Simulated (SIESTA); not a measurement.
Cu:

```
CELL_PARAMETERS angstrom
0.00000 1.80750 1.80750
1.80750 0.00000 1.80750
1.80750 1.80750 0.00000
ATOMIC_POSITIONS crystal
Cu 0.00000 0.00000 0.00000
```

Base run:

| Property | Result |
| --- | --- |
| Program | SIESTA 5.4.2 |
| Functional | PBE |
| Potentials or basis | PseudoDojo 0.4 standard (PBE files) |
| Basis | DZDP (energy shift 0.003 Ry; two zetas on semicore shells) |
| Grid cutoff | 800 Ry |
| Energy shift | 0.003 Ry |
| k mesh | 13 × 13 × 13 |
| Occupations | fermi-dirac, width 0.05 eV |
| Spin | no spin polarisation |

Its results: band gap on the k mesh none (metal or under the smearing width); pressure 1.0 GPa.

Problem. The run is repeated on the same cell with these changes: basis from DZDP (energy shift 0.003 Ry; two zetas on semicore shells) to SZ (energy shift 0.003 Ry). What comes out?

Solution. Band gap on the k mesh none (metal or under the smearing width); pressure 40.1 GPa.

Caveats: short orbitals over semicore shells can move pressures by several GPa; the basis of atomic orbitals isn't converged, which shifts pressures, moduli and gaps; the basis has no polarisation orbitals (some runs); a pressure of tens of GPa on the cell as given is suspect, and the run, the potentials or the cell itself is likely at fault (some runs).
